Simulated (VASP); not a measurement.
# BN: convergence, Bader charges

BN, P6_3/mmc (no. 194), 4 atoms in the cell. PBE, Bader analysis of the density; PAW potentials N, B (PBE set). VASP 6.6.1.

Wanted: Bader charges within 0.02 e; Bader volumes within 2 %.

Bader charges: positive where electrons are lost; found after the run by Yu and Trinkle's weights, with regions from AECCAR0 + AECCAR2 (from CHGCAR where LAECHG is off, as in the naive input) and electrons from CHGCAR.

POSCAR:
```
BN
1.0
    2.4982400000      0.0000000000      0.0000000000
   -1.2491200000      2.1635393048      0.0000000000
    0.0000000000      0.0000000000      6.6357000000
N B
2 2
Direct
    0.6666666667      0.3333333333      0.2500000000
    0.3333333333      0.6666666667      0.7500000000
    0.6666666667      0.3333333333      0.7500000000
    0.3333333333      0.6666666667      0.2500000000
```

The series start from Fine FFT grid: 40 × 40 × 108; Cutoff ENCUT (eV): 500; k mesh: 9 × 9 × 3; PREC: Accurate. Each series keeps the choices made before it, and each single choice may use up half of a tolerance.

## Fine FFT grid

| Fine FFT grid | Bader charges, largest deviation (e) | Bader volumes, largest deviation against the largest value | SCF iterations | Time (s) |
|---|---|---|---|---|
| 22 × 22 × 56 | 0.072 | 1.8 % | 13 | 2.6 |
| 28 × 28 × 80 | 0.055 | 1.3 % | 13 | 3.2 |
| 40 × 40 × 108 | 0.028 | 0.71 % | 13 | 3.5 |
| 50 × 50 × 140 | 0.018 | 0.46 % | 13 | 6.4 |
| 64 × 64 × 168 | 0.009 | 0.25 % | 13 | 9.3 |
| 80 × 80 × 210 | 0.004 | 0.11 % | 13 | 18 |
| 98 × 98 × 256 (reference) | 0.000 | 0 % | 13 | 32 |

Chosen: 64 × 64 × 168, the loosest value from which every tighter one stays within half of the tolerance.

## Cutoff ENCUT (eV)

| Cutoff ENCUT (eV) | Bader charges, largest deviation (e) | Bader volumes, largest deviation against the largest value | SCF iterations | Time (s) |
|---|---|---|---|---|
| 250 | 0.066 | 1.7 % | 13 | 7.8 |
| 300 | 0.055 | 1.1 % | 13 | 7.9 |
| 350 | 0.025 | 0.29 % | 13 | 7.7 |
| 400 | 0.008 | 0.057 % | 13 | 7.4 |
| 500 | 0.002 | 0.025 % | 13 | 9.3 |
| 600 | 0.002 | 0.019 % | 13 | 8.7 |
| 750 (reference) | 0.000 | 0 % | 13 | 9.2 |

Chosen: 400.

## k mesh

| k mesh | Bader charges, largest deviation (e) | Bader volumes, largest deviation against the largest value | SCF iterations | Time (s) |
|---|---|---|---|---|
| 4 × 4 × 2 | 0.001 | 0.025 % | 13 | 6.6 |
| 5 × 5 × 2 | 0.001 | 0.032 % | 13 | 6.9 |
| 7 × 7 × 3 | 0.000 | 0 % | 13 | 7.0 |
| 9 × 9 × 3 | 0.000 | 0 % | 13 | 7.4 |
| 11 × 11 × 4 | 0.000 | 0.0063 % | 13 | 8.5 |
| 14 × 14 × 5 | 0.000 | 0.0063 % | 13 | 9.5 |
| 18 × 18 × 6 (reference) | 0.000 | 0 % | 13 | 13 |

Chosen: 4 × 4 × 2.

## PREC

| PREC | Bader charges, largest deviation (e) | Bader volumes, largest deviation against the largest value | SCF iterations | Time (s) |
|---|---|---|---|---|
| Accurate | 0.000 | 0 % | 13 | 6.6 |
| Normal | 0.002 | 0.12 % | 13 | 7.4 |

Chosen: Accurate; no other choice that stays within half of the tolerance saves 30 % of the time.

## All choices together

| Input | Bader charges, largest deviation (e) | Bader volumes, largest deviation against the largest value | Time (s) |
|---|---|---|---|
| pseudo valence density as the reference, default grid (naive) | 0.778 | 13 % | 2.3 |
| chosen settings | 0.018 | 0.22 % | 6.6 |
| reference settings throughout | 0.000 | 0 % | 41 |

The tolerance is met.

Values of the reference run: Bader charges: -2.222, -2.222, 2.222, 2.222 e; Bader volumes: 15.81, 15.81, 2.124, 2.124 Å³.

## The input

INCAR:
```
  PREC = Accurate
  ENCUT = 400
  EDIFF = 1E-6
  ISMEAR = 0
  SIGMA = 0.02
  LASPH = T
  LREAL = F
  ALGO = Normal
  NELM = 120
  LWAVE = F
  LCHARG = T
  NBANDS = 16
  KPAR = 4
  GGA = PE
  LAECHG = T
  LORBIT = 11
  NGXF = 64
  NGYF = 64
  NGZF = 168
```

KPOINTS:
```
Automatic mesh
0
Gamma
  4 4 2
  0 0 0
```

Commands:
```
cat potpaw_PBE.64/N/POTCAR potpaw_PBE.64/B/POTCAR > POTCAR
mpirun -np 4 vasp_std > vasp.out
```

Limits: the charges usually drift with the spacing of the fine grid, so the finest grid run can still be off by some thousandths to hundredths of an electron.

The chosen input took VASP 6.6.1 6.6 s on 4 cores (Intel Xeon Platinum 8488C (Sapphire Rapids)), a shared host.
